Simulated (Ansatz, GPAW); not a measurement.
## A script for RbBr (GLLB-SC)

These are simulated results from GPAW 26.7.0, not measurements. The cell began as a measured structure and was relaxed with r2SCAN in plane waves (Ansatz 0.2.0). All runs are without spin polarisation.

Space group Fm-3m (No. 225), cubic; a = 6.922 Å in the conventional setting, 41.45 Å³ an atom. Rb is surrounded by 6 Br at 3.46 Å; Br is surrounded by 6 Rb at 3.46 Å.

GLLB-SC is a model potential. Its fundamental gap is the Kohn-Sham gap plus a derivative discontinuity, which the script evaluates at the band edges among the listed k points. Its total energy isn't variational and serves nothing here.

The script, run.py:

```python
import json
from ase import Atoms
from gpaw import GPAW, PW, FermiDirac

atoms = Atoms(['Rb', 'Br'],
              cell=[[0.0, 3.460832, 3.460832], [3.460832, 0.0, 3.460832], [3.460832, 3.460832, 0.0]],
              scaled_positions=[[0.0, -0.0, -0.0], [0.5, 0.5, 0.5]],
              pbc=True)
calc = GPAW(mode=PW(400), xc='GLLBSC', kpts={'size': (4, 4, 4), 'gamma': True},
            occupations=FermiDirac(0.02), maxiter=100, legacy_gpaw=True, txt='gpaw.txt')
atoms.calc = calc
res = {'energy': atoms.get_potential_energy(force_consistent=True)}
res['electrons'] = calc.get_number_of_electrons()
res['k'] = calc.get_ibz_k_points().tolist()
res['levels'] = [calc.get_eigenvalues(kpt=i).tolist() for i in range(len(res['k']))]
points = [[0.0, 0.0, 0.0], [0.5, 0.0, 0.5], [0.625, 0.25, 0.625], [0.375, 0.375, 0.75], [0.5, 0.5, 0.5], [0.5, 0.25, 0.75]]
bands = calc.fixed_density(kpts=points, symmetry='off', nbands=round(res['electrons']) // 2 + 6, convergence={'bands': -2}, txt='bands.txt')
res['points'] = [bands.get_eigenvalues(kpt=i).tolist() for i in range(len(points))]
homo, lumo = bands.get_homo_lumo()
potential = calc.hamiltonian.xc.response.calculate_discontinuity_potential(homo, lumo)
res['discontinuity'] = bands.hamiltonian.xc.response.calculate_discontinuity(potential)
json.dump(res, open('results.json', 'w'))
print('free energy (eV):', round(res['energy'], 5))
```

Command: `python run.py`. It took 9.5 s on 1 thread of Arm Neoverse V1 (shared host), peak memory 0.16 GiB.

The log gpaw.txt, trimmed of paths, versions and times, then the last line on the terminal. An iter line gives the energy in eV and the logarithms of the changes of orbitals (plane waves alone) and density (c: converged):

```
___ ___ ___ _ _ _
 |   |   |_  | | | |

 | | | | | . | | | |

 |__ |  _|___|_____|  26.7.0
 |___|_|

Input parameters:
  kpts: {gamma: True,
         size: (4, 4, 4)}
  maxiter: 100
  mode: {ecut: 400.0,
         name: pw}
  occupations: {fixmagmom: False,
                name: fermi-dirac,
                width: 0.02}
  xc: GLLBSC

System changes: positions, numbers, cell, pbc, initial_charges, initial_magmoms

Initialize ...

species:
  Rb:
    name:    Rubidium
    Z:       37.0
    valence: 9
    core:    28
    charge:  0.0  # [|e|]
    compensation charges:
      type: gauss
      rc: 0.38  # [Å]
      lmax: 2
    cutoffs:
      filter: 2.43  # [Å]
      core: 1.99  # [Å]
    projectors
    | kind |    occ | energy [eV] | rcut [Å] |

    |------|--------|-------------|----------|

    |   4s |  2.000 |     -31.799 |    1.376 |

    |   5s |  1.000 |      -3.005 |    1.376 |

    |   4p |  6.000 |     -15.869 |    1.270 |

    |    p |        |      11.343 |    1.270 |

    |    d |        |       0.000 |    1.217 |

    Using partial waves for Rb as LCAO basis

  Br:
    name:    Bromine
    Z:       35.0
    valence: 7
    core:    28
    charge:  0.0  # [|e|]
    compensation charges:
      type: gauss
      rc: 0.35  # [Å]
      lmax: 2
    cutoffs:
      filter: 1.98  # [Å]
      core: 2.38  # [Å]
    projectors
    | kind |    occ | energy [eV] | rcut [Å] |

    |------|--------|-------------|----------|

    |   4s |  2.000 |     -23.401 |    1.111 |

    |   4p |  5.000 |     -11.410 |    1.111 |

    |    s |        |       3.810 |    1.111 |

    |    p |        |      15.801 |    1.111 |

    |    d |        |       0.000 |    1.111 |

    Using partial waves for Br as LCAO basis

Reference energy: -151906.979885  # eV

Spin-paired calculation

Convergence criteria:
 Maximum [total energy] change in last 3 cyles: 0.0005 eV / valence electron
 Maximum integral of absolute [dens]ity change: 0.0001 electrons / valence electron
 Maximum integral of absolute [eigenst]ate change: 4e-08 eV^2 / valence electron
 Maximum number of scf [iter]ations: 100
 (Square brackets indicate name in SCF output, whereas a 'c' in
 the SCF output indicates the quantity has converged.)

Symmetries present (total): 48

  ( 1  0  0)  ( 1  0  0)  ( 1  0  0)  ( 1  0  0)  ( 1  0 -1)  ( 1  0 -1)
  ( 1  0 -1)  ( 1 -1  0)  ( 0  1  0)  ( 0  0  1)  ( 1  0  0)  ( 1 -1  0)
  ( 1 -1  0)  ( 1  0 -1)  ( 0  0  1)  ( 0  1  0)  ( 1 -1  0)  ( 1  0  0)

  ( 1  0 -1)  ( 1  0 -1)  ( 1 -1  0)  ( 1 -1  0)  ( 1 -1  0)  ( 1 -1  0)
  ( 0  1 -1)  ( 0  0 -1)  ( 1  0  0)  ( 1  0 -1)  ( 0 -1  1)  ( 0 -1  0)
  ( 0  0 -1)  ( 0  1 -1)  ( 1  0 -1)  ( 1  0  0)  ( 0 -1  0)  ( 0 -1  1)

  ( 0  1  0)  ( 0  1  0)  ( 0  1  0)  ( 0  1  0)  ( 0  1 -1)  ( 0  1 -1)
  ( 1  0  0)  ( 0  1 -1)  ( 0  0  1)  (-1  1  0)  ( 1  0 -1)  ( 0  1  0)
  ( 0  0  1)  (-1  1  0)  ( 1  0  0)  ( 0  1 -1)  ( 0  0 -1)  (-1  1  0)

  ( 0  1 -1)  ( 0  1 -1)  ( 0  0  1)  ( 0  0  1)  ( 0  0  1)  ( 0  0  1)
  ( 0  0 -1)  (-1  1  0)  ( 1  0  0)  ( 0  1  0)  ( 0 -1  1)  (-1  0  1)
  ( 1  0 -1)  ( 0  1  0)  ( 0  1  0)  ( 1  0  0)  (-1  0  1)  ( 0 -1  1)

  ( 0  0 -1)  ( 0  0 -1)  ( 0  0 -1)  ( 0  0 -1)  ( 0 -1  1)  ( 0 -1  1)
  ( 1  0 -1)  ( 0  1 -1)  ( 0 -1  0)  (-1  0  0)  ( 1 -1  0)  ( 0  0  1)
  ( 0  1 -1)  ( 1  0 -1)  (-1  0  0)  ( 0 -1  0)  ( 0 -1  0)  (-1  0  1)

  ( 0 -1  1)  ( 0 -1  1)  ( 0 -1  0)  ( 0 -1  0)  ( 0 -1  0)  ( 0 -1  0)
  ( 0 -1  0)  (-1  0  1)  ( 1 -1  0)  ( 0  0 -1)  ( 0 -1  1)  (-1  0  0)
  ( 1 -1  0)  ( 0  0  1)  ( 0 -1  1)  (-1  0  0)  ( 1 -1  0)  ( 0  0 -1)

  (-1  1  0)  (-1  1  0)  (-1  1  0)  (-1  1  0)  (-1  0  1)  (-1  0  1)
  ( 0  1  0)  ( 0  1 -1)  (-1  0  1)  (-1  0  0)  ( 0  0  1)  ( 0 -1  1)
  ( 0  1 -1)  ( 0  1  0)  (-1  0  0)  (-1  0  1)  ( 0 -1  1)  ( 0  0  1)

  (-1  0  1)  (-1  0  1)  (-1  0  0)  (-1  0  0)  (-1  0  0)  (-1  0  0)
  (-1  1  0)  (-1  0  0)  ( 0  0 -1)  ( 0 -1  0)  (-1  1  0)  (-1  0  1)
  (-1  0  0)  (-1  1  0)  ( 0 -1  0)  ( 0  0 -1)  (-1  0  1)  (-1  1  0)

64 k-points: 4 x 4 x 4 Monkhorst-Pack grid + [1/8,1/8,1/8]
8 k-points in the irreducible part of the Brillouin zone
       k-points in crystal coordinates                weights
   0:     0.00000000    0.00000000    0.00000000          1/64
   1:     0.25000000    0.25000000    0.00000000          6/64
   2:     0.25000000    0.25000000    0.25000000          8/64
   3:     0.50000000    0.25000000   -0.25000000          6/64
   4:     0.50000000    0.25000000    0.25000000         12/64
   5:     0.50000000    0.50000000    0.00000000          3/64
   6:     0.50000000    0.50000000    0.25000000         24/64
   7:     0.50000000    0.50000000    0.50000000          4/64

Wave functions: Plane wave expansion
  Cutoff energy: 400.000 eV
  Number of coefficients (min, max): 1459, 1540
  Pulay-stress correction: 0.000000 eV/Ang^3 (de/decut=0.000000)
  Using FFTW library
  ScaLapack parameters: grid=1x1, blocksize=None
  Wavefunction extrapolation:
    Improved wavefunction reuse through dual PAW basis

Occupation numbers: Fermi-Dirac:
  width: 0.0200  # eV

Eigensolver
   Davidson(niter=2)

Densities:
  Coarse grid: 24*24*24 grid
  Fine grid: 48*48*48 grid
  Total Charge: 0.000000

Density mixing:
  Method: separate
  Backend: msr1
  Linear mixing parameter: 0.05
  old densities: 10
  Width of damping distribution: 1.1
  Damping of long wavelength oscillations: 20

Hamiltonian:
  XC and Coulomb potentials evaluated on a 48*48*48 grid
  Using the GLLBSC Exchange-Correlation functional
  External potential:
    NoExternalPotential

XC parameters: GLLBSC functional being used consists of
  -----------------------------------------------------------------------
  | Weight | Module     | Description                                   |

  -----------------------------------------------------------------------
  |  1.000 | SCREENING  | GGA_X_PBE_SOL with 2 nearest neighbor stencil |

  |  1.000 | RESPONSE   | eps=0.0500 eV                                 |

  |  1.000 | XC         | GGA_C_PBE_SOL with 2 nearest neighbor stencil |

  -----------------------------------------------------------------------

Memory estimate:
  Process memory now: 113.04 MiB
  Calculator: 13.23 MiB
    Density: 6.86 MiB
      Arrays: 2.74 MiB
      Localized functions: 2.01 MiB
      Mixer: 2.11 MiB
    Hamiltonian: 1.84 MiB
      Arrays: 1.79 MiB
      XC: 0.00 MiB
      Poisson: 0.00 MiB
      vbar: 0.05 MiB
    Wavefunctions: 4.52 MiB
      Arrays psit_nG: 1.69 MiB
      Eigensolver: 0.34 MiB
      Projections: 0.03 MiB
      Projectors: 1.74 MiB
      PW-descriptor: 0.72 MiB

Total number of cores used: 1

Number of atoms: 2
Number of atomic orbitals: 9
Number of bands in calculation: 9
Number of valence electrons: 16
Bands to converge: occupied

... initialized

Initializing position-dependent things.

Density initialized from atomic densities
Creating initial wave functions:
  9 bands from LCAO basis set
Positions:
   0 Rb     0.000000    0.000000    0.000000    ( 0.0000,  0.0000,  0.0000)
   1 Br     3.460832    3.460832    3.460832    ( 0.0000,  0.0000,  0.0000)

Unit cell:
           periodic     x           y           z      points  spacing
  1. axis:    yes    0.000000    3.460832    3.460832    24     0.1665
  2. axis:    yes    3.460832    0.000000    3.460832    24     0.1665
  3. axis:    yes    3.460832    3.460832    0.000000    24     0.1665

  Lengths:   4.894356   4.894356   4.894356
  Angles:   60.000000  60.000000  60.000000

Effective grid spacing dv^(1/3) = 0.1817

iter:   1    -8.055567
iter:   2    -7.288204   -1.52  -1.25
iter:   3    -6.878516   -1.90  -1.29
iter:   4    -6.609940   -2.08  -1.45
iter:   5    -6.576966   -2.65  -1.45
iter:   6    -6.478759   -3.18  -1.89
iter:   7    -6.449727   -3.51  -2.05
iter:   8    -6.422136   -4.15  -1.97
iter:   9    -6.417646   -4.82  -2.45
iter:  10    -6.415899c  -4.78  -2.73
iter:  11    -6.415611c  -6.05  -3.79
iter:  12    -6.414957c  -6.71  -3.92
iter:  13    -6.415158c  -7.63c -4.25c

Converged after 13 iterations.

Energy contributions relative to reference atoms: (reference = -151906.979885)

Kinetic:        +13.048662
Potential:      -11.606119
External:        +0.000000
XC:              -7.729810
Entropy (-ST):   -0.000000
Local:           -0.127891
SIC:             +0.000000
--------------------------
Free energy:     -6.415158
Extrapolated:    -6.415158

GLLBSC response reference energy: -2.82554 eV (from HOMO)

Showing only first 2 kpts
 Kpt  Band  Eigenvalues  Occupancy
  0     6     -2.82615    2.00000
  0     7     -2.82615    2.00000
  0     8      2.79382    0.00000

  1     6     -2.89769    2.00000
  1     7     -2.89769    2.00000
  1     8      4.05606    0.00000

Fermi level: -1.07426

Gap: 5.620 eV
Transition (v -> c):
  (s=0, k=0, n=7, [0.00, 0.00, 0.00]) -> (s=0, k=0, n=8, [0.00, 0.00, 0.00])
No difference between direct/indirect transitions

free energy (eV): -6.41516
```

The gap in the log is over the mesh alone; results.json adds the listed points. GLLB-SC gives a gap of 8.43 eV (5.620 eV Kohn-Sham over the listed points plus 2.811 eV discontinuity). On the same cell, plane-wave PBE (Ansatz, 6×6×6 k points and the special points) gives a gap of 4.29 eV and r2SCAN a gap of 4.89 eV; on shared hosts these took about 1.8 and 4.4 core-seconds on the 2-atom cell, against 9.5 for the script. Semilocal gaps usually lie below measured ones.

The runs are scalar-relativistic, without spin-orbit coupling.
